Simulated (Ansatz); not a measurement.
Crystal: NbAs.

```
CELL_PARAMETERS angstrom
-1.72585 1.72585 5.84000
1.72585 -1.72585 5.84000
1.72585 1.72585 -5.84000
ATOMIC_POSITIONS crystal
Nb 0.50000 0.00000 0.50000
Nb 0.75000 0.75000 0.00000
As 0.91600 0.41600 0.50000
As 0.16600 0.16600 0.00000
```

- Program: Ansatz 0.2.0
- Task: relaxation of cell and atoms
- Functional: RPBE
- Potentials or basis: Ansatz PAW
- Cutoff: 420 eV (not typed: the program's choice for these potentials)
- k mesh: 11 × 11 × 11
- Occupations: fermi-dirac, width 0.05 eV
- Spin: no spin polarisation

At the start: volume 17.39 Å³/atom.

Task: Where does the relaxation end?

Result: It ends after 5 steps and the volume is 18.01 Å³/atom (+3.6 %); space group I4_1md (No. 109, to 0.05 Å).

The path:
| step | energy change (eV) | largest force (eV/Å) | volume (Å³) |
| --- | --- | --- | --- |
| 1 | 0.0000 | 0.3030 | 69.58 |
| 2 | -0.0094 | 0.0963 | 74.55 |
| 3 | -0.0506 | 0.0065 | 72.19 |
| 4 | -0.0508 | 0.0066 | 72.05 |
| 5 | -0.0513 | 0.0066 | 72.05 |

Final structure:
```xyz
4
Lattice="-1.7453 1.7453 5.9135 1.7453 -1.7453 5.9135 1.7453 1.7453 -5.9135" Properties=species:S:1:pos:R:3 pbc="T T T"
Nb    0.0000    1.7453   -0.0121
Nb    0.0000    0.0000    8.8581
As    0.0000    1.7453    4.9321
As    0.0000    0.0000    1.9753
```

Caveat: the plane-wave basis is chosen anew once the cell has moved, so the energies of steps on either side of that aren't comparable; the PAW data sets come from PBE, with cores solved anew for the run's functional, which leaves a small shift of forces and pressure.
